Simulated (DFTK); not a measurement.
# Si (Fd-3m) in DFTK: equation of state

Aim: energy against volume of Si in PBEsol, for its equilibrium volume and stiffness.

All numbers are computed with DFTK 0.8.2; they aren't measurements. Logs are shortened: lines on timing, memory, paths and dates and some standing lists are left out, and cuts for length are marked.

## (1) The crystal as given

The structure is cubic, space group Fd-3m (No. 227). Conventional cell: a = 5.444 Å, b = 5.444 Å, c = 5.444 Å, α = 90.00°, β = 90.00°, γ = 90.00°. Around Si (site symmetry -43m) lie 4 Si at 2.36 Å.

## (2) Equation of state, PBEsol

run.jl reads:

```julia
using DFTK
using PseudoPotentialData
using Unitful, UnitfulAtomic
using LinearAlgebra, Printf
include("save.jl")
disable_threading()

# lattice vectors are the columns
lattice = austrip(1u"Å") * [           0.0   2.7218511865   2.7218511865;
             2.7218511865            0.0   2.7218511865;
             2.7218511865   2.7218511865            0.0]
symbols   = [:Si, :Si]
positions = [[0.5, 0.5, 0.5],
             [0.75, 0.75, 0.75]]
pseudopotentials = PseudoFamily("dojo.nc.sr.pbesol.v0_4_1.standard.upf")
elements = Dict(s => ElementPsp(s, pseudopotentials) for s in unique(symbols))
atoms    = [elements[s] for s in symbols]

build_model(lattice, positions; symmetries=true) =
    model_DFT(lattice, atoms, positions;
              functionals=PBEsol(),
              temperature=austrip(0.05u"eV"),
              smearing=Smearing.FermiDirac(),
              symmetries)
Ecut  = 24.0  # hartree
kgrid = [8, 8, 8]
tol   = 1e-6
to_GPa = ustrip(uconvert(u"GPa", 1u"hartree/bohr^3"))

results["points"] = []
for scale in [0.94, 0.96, 0.98, 1.0, 1.02, 1.04, 1.06]
    println("\n=== scale = ", scale)
    model = build_model(cbrt(scale) * lattice, positions)
    basis = PlaneWaveBasis(model; Ecut, kgrid)
    t0 = time()
    scfres = self_consistent_field(basis;
                                   tol,
                                   nbandsalg=AdaptiveBands(model; n_bands_converge=9))
    seconds = time() - t0
    @printf "SCF: %d iterations, %.1f s\n" scfres.n_iter seconds
    forces = compute_forces_cart(scfres)
    stress = compute_stresses_cart(scfres)
    @printf "V = %.5f Å^3  F = %.8f Ha  max force = %.5f eV/Å  p = %.4f GPa\n" ustrip(auconvert(u"Å^3", model.unit_cell_volume)) scfres.energies.total ustrip(auconvert(u"eV/Å", maximum(norm, forces))) (-tr(stress) / 3 * to_GPa)
    push!(results["points"], save_scf!(scfres; forces, stress, d=Dict{String,Any}("seconds" => seconds, "n_matvec" => get(scfres, :n_matvec, 0))))
end

# third-order Birch-Murnaghan fit in x = V^(-2/3)
V = [0.94, 0.96, 0.98, 1.0, 1.02, 1.04, 1.06] * abs(det(lattice))
E = [p["total"] for p in results["points"]]
x = V .^ (-2 / 3)
c = [x .^ 0 x x .^ 2 x .^ 3] \ E
Δ = c[3]^2 - 3c[2] * c[4]
if Δ > 0
    x0 = (-c[3] + sqrt(Δ)) / 3c[4]
    B0 = 4 / 9 * x0^(7 / 2) * (2c[3] + 6c[4] * x0)
    @printf "V0 = %.4f Å^3  B0 = %.2f GPa\n" ustrip(auconvert(u"Å^3", x0^(-3 / 2))) B0 * to_GPa
end
```

Potentials or basis: dojo.nc.sr.pbesol.v0_4_1.standard.upf (PBEsol).

The run is started by

```
$ julia --threads=1 run.jl  # save.jl only writes the numbers to a file and isn't shown; printed stress counts tension as positive; times include loading and compiling
```

Log:

```text
=== scale = 0.94
n     Energy            log10(ΔE)   log10(Δρ)   Diag   Δtime
---   ---------------   ---------   ---------   ----   ------
  1   -8.458776125347                   -0.94    4.8    2.35s
  2   -8.461130415760       -2.63       -1.39    1.0    997ms
  3   -8.461516331749       -3.41       -2.92    2.3    1.77s
  4   -8.461526437954       -5.00       -3.32    4.4    1.37s
  5   -8.461526475754       -7.42       -4.00    1.6    1.76s
  6   -8.461526480975       -8.28       -4.54    2.7    971ms
  7   -8.461526481177       -9.70       -5.57    2.1    1.75s
  8   -8.461526481194      -10.75       -6.26    3.5    1.17s
SCF: 8 iterations, 12.4 s
V = 37.90976 Å^3  F = -8.46152648 Ha  max force = 0.00000 eV/Å  p = 5.7752 GPa

=== scale = 0.96
n     Energy            log10(ΔE)   log10(Δρ)   Diag   Δtime
---   ---------------   ---------   ---------   ----   ------
  1   -8.459808836391                   -0.95    4.8    2.01s
  2   -8.461998583897       -2.66       -1.39    1.0    712ms
  3   -8.462362287246       -3.44       -2.95    2.2    880ms
  4   -8.462373123625       -4.97       -3.31    4.7    2.04s
  5   -8.462373156763       -7.48       -3.94    1.3    732ms
  6   -8.462373161515       -8.32       -4.54    2.6    1.71s
  7   -8.462373161810       -9.53       -5.55    2.5    890ms
  8   -8.462373161830      -10.70       -6.13    3.3    1.93s
SCF: 8 iterations, 11.1 s
V = 38.71635 Å^3  F = -8.46237316 Ha  max force = 0.00000 eV/Å  p = 3.4138 GPa

=== scale = 0.98
n     Energy            log10(ΔE)   log10(Δρ)   Diag   Δtime
---   ---------------   ---------   ---------   ----   ------
  1   -8.460408238950                   -0.96    4.8    1.87s
  2   -8.462446935460       -2.69       -1.39    1.0    633ms
  3   -8.462794380661       -3.46       -2.95    2.3    824ms
  4   -8.462804935802       -4.98       -3.31    4.4    1.91s
  5   -8.462804966338       -7.52       -3.95    1.5    696ms
  6   -8.462804970554       -8.38       -4.54    2.6    1.59s
  7   -8.462804970847       -9.53       -5.54    2.5    872ms
  8   -8.462804970867      -10.70       -6.20    3.4    1.73s
SCF: 8 iterations, 10.3 s
V = 39.52294 Å^3  F = -8.46280497 Ha  max force = 0.00000 eV/Å  p = 1.2868 GPa

=== scale = 1.0
n     Energy            log10(ΔE)   log10(Δρ)   Diag   Δtime
---   ---------------   ---------   ---------   ----   ------
  1   -8.460633702861                   -0.96    4.9    1.94s
  2   -8.462527667465       -2.72       -1.40    1.0    646ms
  3   -8.462851773244       -3.49       -2.98    2.2    823ms
  4   -8.462863112077       -4.95       -3.31    4.7    2.16s
  5   -8.462863139276       -7.57       -3.90    1.2    674ms
  6   -8.462863143297       -8.40       -4.54    2.2    883ms
  7   -8.462863143743       -9.35       -5.49    2.8    1.83s
  8   -8.462863143762      -10.71       -6.11    3.4    1.09s
SCF: 8 iterations, 10.3 s
V = 40.32953 Å^3  F = -8.46286314 Ha  max force = 0.00000 eV/Å  p = -0.6284 GPa

=== scale = 1.02
n     Energy            log10(ΔE)   log10(Δρ)   Diag   Δtime
---   ---------------   ---------   ---------   ----   ------
  1   -8.460498575697                   -0.97    4.9    1.86s
  2   -8.462265339812       -2.75       -1.40    1.0    652ms
  3   -8.462573847851       -3.51       -2.99    2.2    827ms
  4   -8.462584984759       -4.95       -3.32    4.3    1.97s
  5   -8.462585012951       -7.55       -3.92    1.2    677ms
  6   -8.462585017056       -8.39       -4.54    2.3    1.52s
  7   -8.462585017450       -9.40       -5.47    2.8    961ms
  8   -8.462585017469      -10.71       -6.11    3.1    1.06s
SCF: 8 iterations, 9.8 s
V = 41.13612 Å^3  F = -8.46258502 Ha  max force = 0.00000 eV/Å  p = -2.3517 GPa

=== scale = 1.04
n     Energy            log10(ΔE)   log10(Δρ)   Diag   Δtime
---   ---------------   ---------   ---------   ----   ------
  1   -8.460058233493                   -0.98    4.8    2.72s
  2   -8.461700962370       -2.78       -1.41    1.0    1.11s
  3   -8.461992147599       -3.54       -3.01    2.2    1.33s
  4   -8.462004336384       -4.91       -3.31    4.4    2.62s
  5   -8.462004361215       -7.61       -3.90    1.1    1.01s
  6   -8.462004365070       -8.41       -4.54    2.4    2.16s
  7   -8.462004365430       -9.44       -5.39    2.9    1.57s
  8   -8.462004365453      -10.63       -6.15    2.8    2.05s
SCF: 8 iterations, 14.9 s
V = 41.94271 Å^3  F = -8.46200437 Ha  max force = 0.00000 eV/Å  p = -3.9012 GPa

=== scale = 1.06
n     Energy            log10(ΔE)   log10(Δρ)   Diag   Δtime
---   ---------------   ---------   ---------   ----   ------
  1   -8.459314636886                   -0.98    4.8    1.42s
  2   -8.460860483762       -2.81       -1.41    1.0    1.45s
  3   -8.461139654995       -3.55       -3.01    2.2    954ms
  4   -8.461151800759       -4.92       -3.32    4.4    2.17s
  5   -8.461151824475       -7.62       -3.94    1.1    735ms
  6   -8.461151828036       -8.45       -4.54    2.6    1.70s
  7   -8.461151828398       -9.44       -5.39    2.4    988ms
  8   -8.461151828423      -10.61       -6.15    3.0    1.18s
SCF: 8 iterations, 11.5 s
V = 42.74930 Å^3  F = -8.46115183 Ha  max force = 0.00000 eV/Å  p = -5.2932 GPa
V0 = 40.0561 Å^3  B0 = 93.40 GPa
```

It took 3.2 min on 1 thread of Intel Xeon 6975P-C (Granite Rapids), shared host; peak memory 1.6 GiB.

Results:

```yaml
Equilibrium_volume: 20.03 Å³/atom
Bulk_modulus: 93 GPa
Pressure_derivative_of_the_bulk_modulus: 4.2
```

Energy against volume, from the lowest point:
```
volume (Å³/atom)  energy (meV/atom)
          18.955              18.19
          19.358               6.67
          19.761               0.79
          20.165               0.00
          20.568               3.78
          20.971              11.68
          21.375              23.28
```

## (3) Single point, PBEsol, 18.95 Å³/atom (volume scaled by 0.94)

run.jl is that of step 2.

Potentials or basis: dojo.nc.sr.pbesol.v0_4_1.standard.upf (PBEsol).

The run is started by

```
$ julia --threads=1 run.jl  # one pass of the loop, scale = 0.94; save.jl only writes the numbers to a file and isn't shown; printed stress counts tension as positive; times include loading and compiling
```

Wall time 12 s (1 thread of Intel Xeon 6975P-C (Granite Rapids), shared host).

The run converged. Its results:

```
Free energy            : -230.2499 eV
Pressure               : 5.8 GPa
Band gap on the k mesh : 0.42 eV, indirect (least direct gap 2.53 eV)
```

## (4) Single point, PBEsol, 19.36 Å³/atom (volume scaled by 0.96)

run.jl is that of step 3.

The run is started by

```
$ julia --threads=1 run.jl  # one pass of the loop, scale = 0.96; save.jl only writes the numbers to a file and isn't shown; printed stress counts tension as positive; times include loading and compiling
```

Wall time 11 s (1 thread of Intel Xeon 6975P-C (Granite Rapids), shared host).

Results (log left out):

```yaml
Free_energy: -230.2729 eV
Pressure: 3.4 GPa
Band_gap_on_the_k_mesh: 0.45 eV, indirect (least direct gap 2.53 eV)
```

## (5) Single point, PBEsol, 19.76 Å³/atom (volume scaled by 0.98)

run.jl is that of step 4.

The run is started by

```
$ julia --threads=1 run.jl  # one pass of the loop, scale = 0.98; save.jl only writes the numbers to a file and isn't shown; printed stress counts tension as positive; times include loading and compiling
```

Wall time 10 s (1 thread of Intel Xeon 6975P-C (Granite Rapids), shared host).

Results (log left out):

```
Free energy            : -230.2847 eV
Pressure               : 1.3 GPa
Band gap on the k mesh : 0.49 eV, indirect (least direct gap 2.52 eV)
```

## (6) Single point, PBEsol, 20.16 Å³/atom

run.jl is that of step 5.

Potentials or basis: dojo.nc.sr.pbesol.v0_4_1.standard.upf (PBEsol).

The run is started by

```
$ julia --threads=1 run.jl  # one pass of the loop, scale = 1.0; save.jl only writes the numbers to a file and isn't shown; printed stress counts tension as positive; times include loading and compiling
```

It took 10 s on 1 thread of Intel Xeon 6975P-C (Granite Rapids), shared host.

It converged, with:

* Free energy: -230.2862 eV
* Pressure: -0.6 GPa
* Band gap on the k mesh: 0.52 eV, indirect (least direct gap 2.51 eV)

## (7) Single point, PBEsol, 20.57 Å³/atom (volume scaled by 1.02)

run.jl is that of step 6.

The run is started by

```
$ julia --threads=1 run.jl  # one pass of the loop, scale = 1.02; save.jl only writes the numbers to a file and isn't shown; printed stress counts tension as positive; times include loading and compiling
```

Wall time 9.8 s (1 thread of Intel Xeon 6975P-C (Granite Rapids), shared host).

The run converged. Its results:

* Free energy: -230.2787 eV
* Pressure: -2.4 GPa
* Band gap on the k mesh: 0.55 eV, indirect (least direct gap 2.50 eV)

## (8) Single point, PBEsol, 20.97 Å³/atom (volume scaled by 1.04)

run.jl is that of step 7.

Potentials or basis: dojo.nc.sr.pbesol.v0_4_1.standard.upf (PBEsol).

The run is started by

```
$ julia --threads=1 run.jl  # one pass of the loop, scale = 1.04; save.jl only writes the numbers to a file and isn't shown; printed stress counts tension as positive; times include loading and compiling
```

Log:

```text
=== scale = 1.04
n     Energy            log10(ΔE)   log10(Δρ)   Diag   Δtime
---   ---------------   ---------   ---------   ----   ------
  1   -8.460058233493                   -0.98    4.8    2.72s
  2   -8.461700962370       -2.78       -1.41    1.0    1.11s
  3   -8.461992147599       -3.54       -3.01    2.2    1.33s
  4   -8.462004336384       -4.91       -3.31    4.4    2.62s
  5   -8.462004361215       -7.61       -3.90    1.1    1.01s
  6   -8.462004365070       -8.41       -4.54    2.4    2.16s
  7   -8.462004365430       -9.44       -5.39    2.9    1.57s
  8   -8.462004365453      -10.63       -6.15    2.8    2.05s
SCF: 8 iterations, 14.9 s
V = 41.94271 Å^3  F = -8.46200437 Ha  max force = 0.00000 eV/Å  p = -3.9012 GPa
```

It took 15 s on 1 thread of Intel Xeon 6975P-C (Granite Rapids), shared host.

What came out:

- Free energy: -230.2629 eV
- Pressure: -3.9 GPa
- Band gap on the k mesh: 0.58 eV, indirect (least direct gap 2.46 eV)

## (9) Single point, PBEsol, 21.37 Å³/atom (volume scaled by 1.06)

run.jl is that of step 8.

Potentials or basis: dojo.nc.sr.pbesol.v0_4_1.standard.upf (PBEsol).

The run is started by

```
$ julia --threads=1 run.jl  # one pass of the loop, scale = 1.06; save.jl only writes the numbers to a file and isn't shown; printed stress counts tension as positive; times include loading and compiling
```

It took 12 s on 1 thread of Intel Xeon 6975P-C (Granite Rapids), shared host.

The run converged. Its results:

| Quantity | Value |
| --- | --- |
| Free energy | -230.2397 eV |
| Pressure | -5.3 GPa |
| Band gap on the k mesh | 0.61 eV, indirect (least direct gap 2.37 eV) |
